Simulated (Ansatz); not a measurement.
**RuS2 in the CdI2-type structure**

Level of theory: DFT, PBEsol, scalar-relativistic, collinear spin; plane waves to 420 eV with PAW datasets (Ansatz 0.2.0), Γ-centred 10×10×6 mesh, 0.05 eV Gaussian smearing; PAW files: Ansatz's generated set soft_2.

```cif
data_structure
_symmetry_space_group_name_H-M 'P-3m1'
_symmetry_Int_Tables_number 164
_cell_length_a 3.3709
_cell_length_b 3.3709
_cell_length_c 4.8872
_cell_angle_alpha 90.000
_cell_angle_beta 90.000
_cell_angle_gamma 120.000
_cell_volume 48.09
loop_
_atom_site_label
_atom_site_type_symbol
_atom_site_symmetry_multiplicity
_atom_site_Wyckoff_symbol
_atom_site_fract_x
_atom_site_fract_y
_atom_site_fract_z
_atom_site_occupancy
Ru1 Ru 1 a 0.00000 0.00000 0.00000 1
S1 S 2 d 0.33333 0.66667 0.26955 1
```

This is a trial structure; measured cells of the compound in the Crystallography Open Database are in space group Pa-3.

Magnetic state: ferromagnetic, site spin moments Ru 0.27 μB.

The cell above was scaled in volume, and shape and atoms were relaxed at each volume within its symmetry. Energies are counted from the cell above.

```tsv
V (Å³/atom)	ΔE (meV/atom)	P (GPa)	largest moment (μB)
15.39	5.9	3.1	0.25
15.71	1.4	1.4	0.27
16.03	0.0	0.0	0.27
16.35	1.3	-1.2	0.26
16.67	4.7	-2.1	0.24
```

(1) Can a bulk modulus be trusted from these points?

Answer:

(1) No. The energies are smooth (scatter 0.01 meV/atom), but the fit's B0′ of 9.5 is out of the usual range: the curve is too flat or too lopsided over this range, or mesh noise enters, and a third-order form can't fix it.

The run wasn't fully tested for a lower electronic state. So small a moment in a metal hangs on mesh and smearing, and semilocal functionals can overstate it, so the real crystal may have none. Site moments are of spin, integrated over atomic spheres.
